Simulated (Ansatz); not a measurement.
A surface is cut from this relaxed crystal of TiAl:

```cif
data_structure
_symmetry_space_group_name_H-M 'P4/mmm'
_symmetry_Int_Tables_number 123
_cell_length_a 2.8221
_cell_length_b 2.8221
_cell_length_c 4.0768
_cell_angle_alpha 90.000
_cell_angle_beta 90.000
_cell_angle_gamma 90.000
_cell_volume 32.47
loop_
_atom_site_label
_atom_site_type_symbol
_atom_site_symmetry_multiplicity
_atom_site_Wyckoff_symbol
_atom_site_fract_x
_atom_site_fract_y
_atom_site_fract_z
_atom_site_occupancy
Ti1 Ti 1 a 0.00000 0.00000 0.00000 1
Al1 Al 1 d 0.50000 0.50000 0.50000 1
```

Miller indices refer to the conventional cell of P4/mmm (No. 123), a = 2.822 Å, b = 2.822 Å, c = 4.077 Å, α = 90.00°, β = 90.00°, γ = 90.00°.

Consider the (001) slab of 6 planes, 10.2 Å thick with 15 Å of vacuum as cut; outer planes Ti (top) and Al (bottom), all atoms relaxed.

Method: DFT PBE, scalar-relativistic, plane waves, PAW in Ansatz 0.2.0. Cutoff 420 eV; k points 12×12×1 on the computed 6-atom cell (Γ-centred); Gaussian smearing, width 0.10 eV; no spin polarisation. A dipole correction removes the field between periodic images along c.

Question: Give the surface energy (mean of both faces).

Answer: 2.12 J/m².

Question: Estimate the work function.

Answer: 4.50 eV (top), 4.04 eV (bottom).

Question: Predict the dipole of the slab along +c, per cell.

Answer: -0.02 e·Å.

Question: The top two planes lie 2.038 Å apart in the bulk. How does relaxation change this?

Answer: The spacing becomes 1.938 Å (-4.9 %).